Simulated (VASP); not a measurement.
Crystal: TiAl.

```
Ti Al
1.0
     3.17906    0.00000    0.00000
     0.00000    3.17906    0.00000
     0.00000    0.00000    3.17906
Ti Al
1 1
Direct
  0.00000 0.00000 0.00000
  0.50000 0.50000 0.50000
```

The cell comes from a database or a generator and needn't be the stable form of this composition.

- Program: VASP 6.6.1
- Task: relaxation of cell and atoms
- Functional: PBEsol
- Potentials or basis: VASP PAW PBE potentials, release 64 (Ti_sv, Al)
- Cutoff: 600 eV
- k mesh: 14 × 14 × 14
- Occupations: gaussian, width 0.1 eV
- Spin: no spin polarisation

At the start: pressure -2.4 GPa; volume 16.06 Å³/atom.

How do energy, volume and symmetry change on relaxing?

Over 3 steps the energy falls by 2.6 meV/atom and the volume is 15.72 Å³/atom (-2.1 %); space group Pm-3m (No. 221, to 0.05 Å).

Step by step:
| step | energy change (eV) | largest force (eV/Å) | pressure (GPa) | volume (Å³) |
| --- | --- | --- | --- | --- |
| 1 | 0.0000 | 0.0000 | -2.42 | 32.13 |
| 2 | -0.0030 | 0.0000 | 1.69 | 31.02 |
| 3 | -0.0052 | 0.0000 | 0.01 | 31.45 |

Final structure:
```
Ti Al
1.0
     3.15645    0.00000    0.00000
     0.00000    3.15645    0.00000
     0.00000    0.00000    3.15645
Ti Al
1 1
Cartesian
  0.0000 0.0000 0.0000
  1.5782 1.5782 1.5782
```

Caveat: the PAW data sets were made with another functional, which shifts forces and pressure a little.
